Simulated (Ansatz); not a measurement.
**Al2Cu: how the settings move a single-point run**

Question: which choices in the input matter for Al2Cu?

Method: reference: DFT, r2SCAN, PAW with Ansatz's default frozen-core files, scalar-relativistic, in Ansatz 0.2.0.

**1. The structure to begin with**

Symmetry: P4/mmm, No. 123, tetragonal system. Conventional cell: a = 4.137 Å, b = 4.137 Å, c = 2.848 Å, α = 90.00°, β = 90.00°, γ = 90.00°. Around Al (site symmetry mmm) lie 4 Cu at 2.51 Å and 6 Al at 2.85 to 2.93 Å. Cu (site symmetry 4/mmm) is surrounded by 8 Al at 2.51 Å and 2 Cu at 2.85 Å.

Coordinates:

```
CELL_PARAMETERS angstrom
4.13660 0.00000 0.00000
0.00000 4.13660 0.00000
0.00000 0.00000 2.84756
ATOMIC_POSITIONS crystal
Al 0.50000 0.00000 0.50000
Al 0.00000 0.50000 0.50000
Cu 0.00000 0.00000 0.00000
```

**2. Baseline**

The input, input.yaml:

```yaml
crystal:
  lattice:
    - [4.1366004408, 0.0, 0.0]
    - [0.0, 4.1366004408, 0.0]
    - [0.0, 0.0, 2.8475594057]
  atoms:
    - { symbol: Al, position: [0.5, 0.0, 0.5] }
    - { symbol: Al, position: [0.0, 0.5, 0.5] }
    - { symbol: Cu, position: [0.0, 0.0, 0.0] }
kpoints:
  mp_grid: { grid: [9, 9, 12] }
  band_path:
    path:
      - [0.0, 0.0, 0.0]
      - [0.0, 0.5, 0.0]
      - [0.5, 0.5, 0.0]
      - [0.0, 0.0, 0.0]
      - [0.0, 0.0, 0.5]
      - [0.0, 0.5, 0.5]
      - [0.5, 0.5, 0.5]
      - [0.0, 0.0, 0.5]
      - [0.0, 0.5, 0.0]
    npoints: 6
scf:
  occupations: { method: fermi_dirac, width: 0.05 }
hamiltonian:
  xc: r2scan
  pseudopotentials: { kind: paw }
output:
  forces: true
  stress: true
  eigenvalues: true
  efg: { contact_densities: true }
  populations: true
```

Command:

```sh
$ ansatz run input.yaml --threads 1 --pin off --max-ram 3072MiB --backend cpu --events-out ev --progress --plain --runs-dir out
```

The main lines of its log:

```text
[...]
Basis set: ecut = 500 eV, 1227 PW (Γ), exchange–correlation on 128×128×96 points (64 copies of the dense FFT grid, shifted against one another)
[...]
k-points: 105 of 972
[...]
SCF iter   1: F=—  HF=-7712.174473 eV  |F-HF|=—  |Δ(HF+E_count)|=         —  Δρ=1.88e-2  dr2=1.19e-1  dr2_τ=9.39e-3  ethr=1.77e-3  ⟨swp⟩=5.7  Hψ=9488  notcnv=0
preconditioner: auto → Kerker (q_TF=auto, 2.441 Å⁻¹)  [metal: Δε(μ)=0.076 eV  Ē_g=8.755 eV  σ=0.050 eV  W_gap=0.36  n_scr=10 (ndim 8)  ℏωp=21.9 eV  f_vac=0.000  D(μ)=0.89/eV (n_scr^D=4)]
SCF iter   2: F=—  HF=-7712.196235 eV  |F-HF|=—  |Δ(HF+E_count)|=   2.18e-2  Δρ=1.41e-2  dr2=5.16e-2  dr2_τ=6.39e-4  ethr=4.77e-4  ⟨swp⟩=2.1  Hψ=3886  notcnv=0  defer=8
[...]
SCF iter   7: F=—  HF=-7712.178193 eV  |F-HF|=—  |Δ(HF+E_count)|=   3.46e-6  Δρ=6.01e-5  dr2=1.43e-6  dr2_τ=3.09e-9  ethr=5.82e-8  ⟨swp⟩=1.6  Hψ=2109  notcnv=0  defer=8
SCF iter   8: F=-7712.178193 eV  HF=-7712.178193 eV  |F-HF|=9.49e-9  |Δ(HF+E_count)|=   4.06e-9  Δρ=9.05e-6  dr2=5.31e-8  dr2_τ=1.03e-10  ethr=4.00e-10  ⟨swp⟩=3.5  Hψ=7107  notcnv=0
[...]
SCF converged after 8 iterations
Free energy (F): -7712.178193 eV
[...]
E sigma→0 (E₀):  -7712.174529 eV
[...]
Fermi energy:    9.348133 eV
[...]
  P = ⅓ Tr σ = -2.0627 GPa (-20.627 kbar)
[...]
```

It took 16 s on 1 thread of Arm Neoverse V2, shared host; peak memory 0.5 GiB.

**3. Variant: n_extra_bands 32, preconditioner local_kerker**

input.yaml, as its differences from that of step 2:

```diff
@@ -25,2 +25,4 @@
   occupations: { method: fermi_dirac, width: 0.05 }
+  n_extra_bands: 32
+  mixing: { preconditioner: local_kerker }
 hamiltonian:
@@ -34 +36,5 @@
   populations: true
+  write_density: true
+  write_potential: true
+  elf: true
+  volumetric_format: npy
```

Command:

```sh
$ ansatz run input.yaml --threads 1 --pin off --max-ram 3072MiB --backend cpu --events-out ev --progress --plain --runs-dir out
```

Output, shortened:

```text
scf.n_extra_bands = 32 over 13 filled bands (N_el = 25.0): the run solves 45 bands
[...]
Pseudopotentials: kind: paw
Pseudopotential: Al, paw, valence charge 3, recommended cutoff 500 eV (meta_gga)
Pseudopotential: Cu, paw, valence charge 19, recommended cutoff 500 eV (meta_gga)
Functional definition: r2SCAN
[...]
Crystal: 3 atoms, lattice volume = 48.726 Å³
Basis set: ecut = 500 eV, 1227 PW (Γ), exchange–correlation on 128×128×96 points (64 copies of the dense FFT grid, shifted against one another)
Bands: 45, of which v1, the nominal top of the filled ones, is band 13 counted from 1 (12 counted from 0)
Symmetry: 16 space group operations
Space group: P4/mmm (ITA 123), of the structure as read, at distance tolerance 3.7e-5 Å
k-points: 105 of 972
[...]
SCF iter   1: F=—  HF=-7712.174349 eV  |F-HF|=—  |Δ(HF+E_count)|=         —  Δρ=1.88e-2  dr2=1.19e-1  dr2_τ=9.40e-3  ethr=1.77e-3  ⟨swp⟩=5.4  Hψ=21959  notcnv=0  defer=1787
[...]
SCF iter   8: F=-7712.178193 eV  HF=-7712.178193 eV  |F-HF|=9.74e-9  |Δ(HF+E_count)|=   7.62e-8  Δρ=5.92e-6  dr2=3.17e-8  dr2_τ=1.72e-10  ethr=4.00e-10  ⟨swp⟩=14.2  Hψ=34451  notcnv=0
[...]
NSCF: frozen V_eff on 49 k-points
SCF converged after 8 iterations
Free energy (F): -7712.178193 eV
[...]
E sigma→0 (E₀):  -7712.174529 eV
Entropy (-TS):   -0.007328 eV (-2.443 meV/atom)
Fermi energy:    9.348081 eV
[...]
--- Forces (eV/Å), atoms counted from 1 ---
  atom   1  Al    -0.00000000    -0.00000000     0.00000000
  atom   2  Al     0.00000000     0.00000000     0.00000000
  atom   3  Cu    -0.00000000     0.00000000     0.00000000
[...]
--- Stress (GPa, compression-positive) ---
       -2.068542       0.000000       0.000000
        0.000000      -2.068542       0.000000
        0.000000       0.000000      -2.049038
  P = ⅓ Tr σ = -2.0620 GPa (-20.620 kbar)
--- PAW observables at the nuclei: V_zz in 10²¹ V/m², potentials from the cell's mean, atoms counted from 1 ---
  atom   1  Al V_zz =    +2.482065   η = 0.6515   by run symmetry: allowed
            electrostatic potential = -1229.521825 V   contact ρ = 10066.799689 e/Å³
  atom   2  Al V_zz =    +2.482065   η = 0.6515   by run symmetry: allowed
            electrostatic potential = -1229.521825 V   contact ρ = 10066.799689 e/Å³
  atom   3  Cu V_zz =    +2.036892   η = 0.0000   by run symmetry: allowed
            electrostatic potential = -3755.048860 V   contact ρ = 147432.269669 e/Å³
--- Band table (eV; the first three rows and the last of 105) ---
[...]
--- Löwdin populations: 3 sites ---
  site symbol       q [e]
     0     Al      3.2574
     1     Al      3.2574
     2     Cu     18.3162
  spilling = 0.006760 (of n_electrons = 25.000000)
```

Wall time 31 s (1 thread of Arm Neoverse V2, shared host); peak memory 0.57 GiB.

Energy and cycle count are those of the reference, so the change (band count and mixing) left the result and the number of cycles as they were.

**4. Variant: n_extra_bands 4, ecutrho_ratio 6**

input.yaml, as its differences from that of step 2:

```diff
@@ -25,2 +25,3 @@
   occupations: { method: fermi_dirac, width: 0.05 }
+  n_extra_bands: 4
 hamiltonian:
@@ -34 +35,3 @@
   populations: true
+basis:
+  ecutrho_ratio: 6
```

Command:

```sh
$ ansatz run input.yaml --threads 1 --pin off --max-ram 3072MiB --backend cpu --events-out ev --progress --plain --runs-dir out
```

Output, shortened:

```text
scf.n_extra_bands = 4 over 13 filled bands (N_el = 25.0): the run solves 17 bands
[...]
[... 4 set-up lines as earlier in the session ...]
[...]
Crystal: 3 atoms, lattice volume = 48.726 Å³
Basis set: ecut = 500 eV, 1227 PW (Γ), exchange–correlation on 160×160×108 points (64 copies of the dense FFT grid, shifted against one another)
Bands: 17, of which v1, the nominal top of the filled ones, is band 13 counted from 1 (12 counted from 0)
[... 2 set-up lines as earlier in the session ...]
k-points: 105 of 972
[...]
--- PAW observables at the nuclei: V_zz in 10²¹ V/m², potentials from the cell's mean, atoms counted from 1 ---
  atom   1  Al V_zz =    +2.482878   η = 0.6523   by run symmetry: allowed
            electrostatic potential = -1229.521857 V   contact ρ = 10066.799741 e/Å³
  atom   2  Al V_zz =    +2.482878   η = 0.6523   by run symmetry: allowed
            electrostatic potential = -1229.521857 V   contact ρ = 10066.799741 e/Å³
  atom   3  Cu V_zz =    +2.036985   η = 0.0000   by run symmetry: allowed
            electrostatic potential = -3755.054202 V   contact ρ = 147432.269513 e/Å³
--- Band table (eV; the first three rows and the last of 105) ---
  k-point 0: bands = ["-108.6572", "-64.4646", "-64.4646", "-64.4420", "-1.8341", "3.6630", "4.2160", "4.8878", "5.1830", "5.1830", "6.5989", "6.5989", "9.1946", "10.2441", "15.6574", "15.6574", "16.2298"]
[...]
--- Löwdin populations: 3 sites ---
  site symbol       q [e]
     0     Al      3.2574
     1     Al      3.2574
     2     Cu     18.3162
  spilling = 0.006759 (of n_electrons = 25.000000)
```

Wall time 17 s (1 thread of Arm Neoverse V2, shared host); peak memory 0.59 GiB.

Changing the numerical grids hardly moves the energy: 0.0 meV/atom.

**5. Side by side**

```tsv
run	ending	energy change	pressure (GPa)	gap (eV)	force (eV/Å)	cycles	time
reference	converged	0	-2.1	0.00	0.00	8	16 s
1: n_extra_bands 32, preconditioner local_kerker	converged	0.0 meV/atom	-2.1	0.00	0.00	8	31 s
2: n_extra_bands 4, ecutrho_ratio 6	converged	0.0 meV/atom	-2.1	0.00	0.00	8	17 s
```

Times don't compare one to one where runs were asked for different outputs or read a saved state (see the inputs); cycles may leave out searches for a lower state.

Residual by cycle in the longest SCF loop of each run; runs are numbered as in the table. The quantity is the density residual dr2, in eV.

```tsv
cycle	reference	run 1	run 2
1	0.119	0.119	0.119
2	0.0516	0.0565	0.0516
3	0.00791	0.00675	0.00791
4	4.0e-4	2.0e-4	4.0e-4
5	1.1e-4	6.0e-5	1.1e-4
6	1.5e-5	8.8e-6	1.5e-5
7	1.4e-6	1.1e-6	1.4e-6
8	5.3e-8	3.2e-8	5.3e-8
```

**Reading.** Of the converged runs whose energies compare with the reference's, none moves it noticeably.
